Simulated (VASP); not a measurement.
**GaN (strained zincblende): a r²SCAN single-point calculation in VASP**

INCAR

```
LASPH = .TRUE.
ISIF = 2
LCHARG = .FALSE.
ENCUT = 520
LREAL = .FALSE.
PREC = Accurate
METAGGA = R2SCAN
IBRION = -1
ALGO = Normal
NBANDS = 16
SIGMA = 0.01
NELM = 120
LWAVE = .FALSE.
ISMEAR = 0
EDIFF = 1E-7
NSW = 0
```

KPOINTS

```
KPOINTS created by Atomic Simulation Environment
0
Gamma
10 10 10
0 0 0
```

KPOINTS_OPT

```
special points
6
Reciprocal
0.0000000000 0.0000000000 0.0000000000 1
-0.5000000000 -0.5000000000 0.0000000000 1
-0.3750000000 -0.3750000000 0.2500000000 1
-0.3750000000 0.0000000000 0.3750000000 1
0.0000000000 0.0000000000 0.5000000000 1
-0.5000000000 -0.2500000000 0.2500000000 1
```

POSCAR

```
Ga N
 1.0000000000000000
     0.0000000000000000    2.1589944394999998    2.1589944394999998
     2.1589944394999998    0.0000000000000000    2.1589944394999998
     2.1589944394999998    2.1589944394999998    0.0000000000000000
 Ga  N
   1   1
Cartesian
  0.0000000000000000  0.0000000000000000  0.0000000000000000
  1.0794972197499999  1.0794972197499999  1.0794972197499999
```

VASP ran with the recommended PBE PAW datasets (18 valence electrons in the cell).

Command

```
mpirun -np 1 vasp_std
```

From OUTCAR

```
k-points           NKPTS =     47   k-points in BZ     NKDIM =     47   number of bands    NBANDS=     16

   NELECT =      18.0000    total number of electrons

   dimension x,y,z NGX =    24 NGY =   24 NGZ =   24
   dimension x,y,z NGXF=    48 NGYF=   48 NGZF=   48

  energy-cutoff  :      520.00
  volume of cell :       20.13
      direct lattice vectors                 reciprocal lattice vectors
     0.000000000  2.158994439  2.158994439    -0.231589295  0.231589295  0.231589295
     2.158994439  0.000000000  2.158994439     0.231589295 -0.231589295  0.231589295
     2.158994439  2.158994439  0.000000000     0.231589295  0.231589295 -0.231589295

 k-points in reciprocal lattice and weights: KPOINTS created by Atomic Simulation Env
   0.00000000  0.00000000  0.00000000       0.001
   0.10000000  0.00000000  0.00000000       0.008
   0.20000000  0.00000000  0.00000000       0.008
   0.30000000  0.00000000  0.00000000       0.008
   0.40000000  0.00000000  0.00000000       0.008
   0.50000000  0.00000000  0.00000000       0.004
   0.10000000  0.10000000  0.00000000       0.006
   0.20000000  0.10000000  0.00000000       0.024
   ...

 E-fermi :   6.6695

 k-point     1 :       0.0000    0.0000    0.0000
  band No.  band energies     occupation
      1     -11.4150      2.00000
      2      -7.4905      2.00000
      3      -7.4905      2.00000
      4      -7.4905      2.00000
      5      -6.9757      2.00000
      6      -6.9757      2.00000
      7       6.5204      2.00000
      8       6.5204      2.00000
      9       6.5204      2.00000
     10       9.4930      0.00000
     11      18.3728      0.00000
     12      18.3729      0.00000
     13      18.3729      0.00000
     14      26.8627      0.00000
     15      27.2914      0.00000
     16      27.2914      0.00000

 k-point     2 :       0.1000    0.0000    0.0000
  band No.  band energies     occupation
      1     -11.2764      2.00000
      2      -7.4701      2.00000
      3      -7.4701      2.00000
      4      -7.4570      2.00000
      5      -6.9778      2.00000
      6      -6.9778      2.00000
      7       5.4441      2.00000
      8       6.3915      2.00000
      9       6.3915      2.00000
     10      10.2763      0.00000
     11      17.8694      0.00000
     12      18.5716      0.00000
     13      18.5716      0.00000
     14      25.7679      0.00000
     15      25.7680      0.00000
     16      26.0040      0.00000

 k-point     3 :       0.2000    0.0000    0.0000
  band No.  band energies     occupation
      1     -10.9100      2.00000
      2      -7.4221      2.00000
      3      -7.4221      2.00000
      4      -7.3099      2.00000
      5      -6.9768      2.00000
      6      -6.9767      2.00000
      7       3.4139      2.00000
      8       6.0739      2.00000
      9       6.0740      2.00000
     10      11.4384      0.00000
     11      17.0507      0.00000
     12      18.8566      0.00000
     13      18.8566      0.00000
     14      24.8233      0.00000
     15      24.9373      0.00000
     16      24.9373      0.00000

 k-point     4 :       0.3000    0.0000    0.0000
  band No.  band energies     occupation
      1     -10.4682      2.00000
      2      -7.3775      2.00000
      3      -7.3775      2.00000
      4      -6.9585      2.00000
      5      -6.9585      2.00000
      6      -6.9258      2.00000
      7       1.2268      2.00000
      8       5.7141      2.00000
      9       5.7142      2.00000
     10      12.2312      0.00000
     11      16.6249      0.00000
     12      18.7209      0.00000
     13      18.7209      0.00000
     14      24.1827      0.00000
     15      25.6690      0.00000
     16      25.6690      0.00000

 k-point     5 :       0.4000    0.0000    0.0000
  band No.  band energies     occupation
      1     -10.1487      2.00000
      2      -7.3562      2.00000
      3      -7.3561      2.00000
      4      -6.9271      2.00000
      5      -6.9270      2.00000
      6      -6.2584      2.00000
      7      -0.6812      2.00000
      8       5.4434      2.00000
      9       5.4435      2.00000
     10      12.5469      0.00000
     11      16.5967      0.00000
     12      18.3647      0.00000
     13      18.3647      0.00000
     14      24.1397      0.00000
     15      27.5258      0.00000
     16      27.5259      0.00000

 k-point     6 :       0.5000    0.0000    0.0000
  band No.  band energies     occupation
      1     -10.0419      2.00000
      2      -7.3515      2.00000
      3      -7.3515      2.00000
      4      -6.9110      2.00000
      5      -6.9110      2.00000
      6      -5.8036      2.00000
      7      -1.5670      2.00000
      8       5.3442      2.00000
      9       5.3442      2.00000
     10      12.6071      0.00000
     11      16.6372      0.00000
     12      18.2023      0.00000
     13      18.2023      0.00000
     14      24.2543      0.00000
     15      28.9408      0.00000
     16      28.9408      0.00000

 k-point     7 :       0.1000    0.1000    0.0000
  band No.  band energies     occupation
      1     -11.2305      2.00000
      2      -7.4682      2.00000
      3      -7.4523      2.00000
      4      -7.4523      2.00000
      5      -6.9919      2.00000
      6      -6.9649      2.00000
      7       5.5163      2.00000
      8       6.1388      2.00000
      9       6.1388      2.00000
     10      10.5289      0.00000
     11      17.5092      0.00000
     12      18.7662      0.00000
     13      18.7663      0.00000
     14      23.4032      0.00000
     15      28.0912      0.00000
     16      28.0913      0.00000

 k-point     8 :       0.2000    0.1000    0.0000
  band No.  band energies     occupation
      1     -10.9406      2.00000
      2      -7.4308      2.00000
      3      -7.4029      2.00000
      4      -7.3565      2.00000
      5      -6.9984      2.00000
      6      -6.9545      2.00000
      7       4.0115      2.00000
      8       5.7331      2.00000
      9       5.8997      2.00000
     10      11.5001      0.00000
     11      16.8271      0.00000
     12      18.8259      0.00000
     13      19.1662      0.00000
     14      22.3074      0.00000
     15      27.1239      0.00000
     16      27.2005      0.00000

 k-point     9 :       0.3000    0.1000    0.0000
  band No.  band energies     occupation
      1     -10.5251      2.00000
      2      -7.3850      2.00000
      3      -7.3525      2.00000
      4      -7.1254      2.00000
      5      -6.9373      2.00000
      6      -6.9189      2.00000
      7       1.9760      2.00000
      8       5.3478      2.00000
      9       5.5197      2.00000
     10      12.4241      0.00000
     11      16.4101      0.00000
     12      18.2795      0.00000
     13      19.2590      0.00000
     14      23.0161      0.00000
     15      26.3080      0.00000
     16      27.2284      0.00000

 k-point    10 :       0.4000    0.1000    0.0000
  band No.  band energies     occupation
      1     -10.1733      2.00000
      2      -7.3574      2.00000
      3      -7.3255      2.00000
      4      -7.0093      2.00000
      5      -6.9146      2.00000
      6      -6.3991      2.00000
      7       0.0029      2.00000
      8       5.0778      2.00000
      9       5.1171      2.00000
     10      12.9749      0.00000
     11      16.0400      0.00000
     12      18.2220      0.00000
     13      18.9581      0.00000
     14      24.1875      0.00000
     15      26.4508      0.00000
     16      28.5108      0.00000

 k-point    11 :       0.5000    0.1000    0.0000
  band No.  band energies     occupation
      1     -10.0086      2.00000
      2      -7.3492      2.00000
      3      -7.3200      2.00000
      4      -6.9566      2.00000
      5      -6.9095      2.00000
      6      -5.7817      2.00000
      7      -1.2936      2.00000
      8       4.7329      2.00000
      9       5.1082      2.00000
     10      13.2103      0.00000
     11      15.7628      0.00000
     12      18.4741      0.00000
     13      18.6453      0.00000
     14      24.8803      0.00000
     15      27.6703      0.00000
     16      29.1826      0.00000

 k-point    12 :      -0.4000    0.1000    0.0000
  band No.  band energies     occupation
      1     -10.0424      2.00000
      2      -7.3477      2.00000
      3      -7.3263      2.00000
      4      -6.9413      2.00000
      5      -6.9370      2.00000
      6      -5.9396      2.00000
      7      -0.9937      2.00000
      8       4.5907      2.00000
      9       5.3196      2.00000
     10      13.2387      0.00000
     11      15.8347      0.00000
     12      18.4089      0.00000
     13      18.5923      0.00000
     14      25.1395      0.00000
     15      27.1337      0.00000
     16      28.5542      0.00000

 ...

  Total        4.1252932      4.1252932      4.1252932      0.0000000      0.0000000      0.0000000
  in kB      328.3831255    328.3831255    328.3831255      0.0000000      0.0000000      0.0000000
  external PRESSURE =     328.3831255 kB  Pullay stress =       0.0000000 kB

 POSITION                                       TOTAL-FORCE (eV/Angst)
 -----------------------------------------------------------------------------------
      0.00000      0.00000      0.00000         0.000000     -0.000000      0.000000
      1.07950      1.07950      1.07950        -0.000000      0.000000     -0.000000
 -----------------------------------------------------------------------------------
    total drift:                                0.000010      0.000010      0.000010

  FREE ENERGIE OF THE ION-ELECTRON SYSTEM (eV)
  ---------------------------------------------------
  free  energy   TOTEN  =       -21.6427157850 eV

  energy  without entropy=      -21.6427157850  energy(sigma->0) =      -21.64271578
```

The gap between bands v and c is 2.97 eV, the least direct gap is 2.97 eV and the pressure is 32.8 GPa.

Band v is the last that the valence electrons fill when counted band by band, and c is the next.

The run took about 50 s on one core of a shared host (Intel Xeon Platinum 8488C) and held 0.16 GiB at most.
